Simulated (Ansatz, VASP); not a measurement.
# Ir in VASP and in Ansatz

```xyz
2
Lattice="2.7514 0.0000 0.0000 -1.3757 2.3828 0.0000 0.0000 0.0000 4.4623" Properties=species:S:1:pos:R:3 pbc="T T T"
Ir    0.0379    1.5758    1.1474
Ir    1.3111    0.8221    3.3311
```

Change from the starting cell: atoms moved at random, drawn with an rms of 0.05 Å.

Alike in both runs: task single point; functional PBEsol; k mesh 11 × 11 × 6; occupations fermi-dirac, width 0.05 eV; no spin polarisation.

```csv
,VASP,Ansatz
version,VASP 6.6.1,Ansatz 0.2.0
potentials or method,"VASP PAW PBE potentials, release 64 (Ir)",Ansatz PAW
plane-wave cutoff (eV),520,420
valence electrons in the cell,18,34
```

```tsv
	VASP	Ansatz	Ansatz less VASP
gap on the k mesh at the Fermi level (eV)	none	none	-
pressure (GPa)	-10.7	-11.4	-0.75
largest component of the traceless stress (GPa)	1.16	1.15	-0.008
rms of the force components (eV/Å)	0.437	0.431	-0.0061
```

Atom by atom the forces differ by 0.007 eV/Å (rms over components). A gap of «none» marks a metal or a gap that the smearing closes. The two sets of potentials don't hold the same shells in valence.

Caveats: the PAW data sets were made with another functional, which shifts forces and pressure a little (VASP); the PAW data sets come from PBE, with cores solved anew for the run's functional, which leaves a small shift of forces and pressure (Ansatz). Spin-orbit coupling is left out, which matters for the levels of Ir.
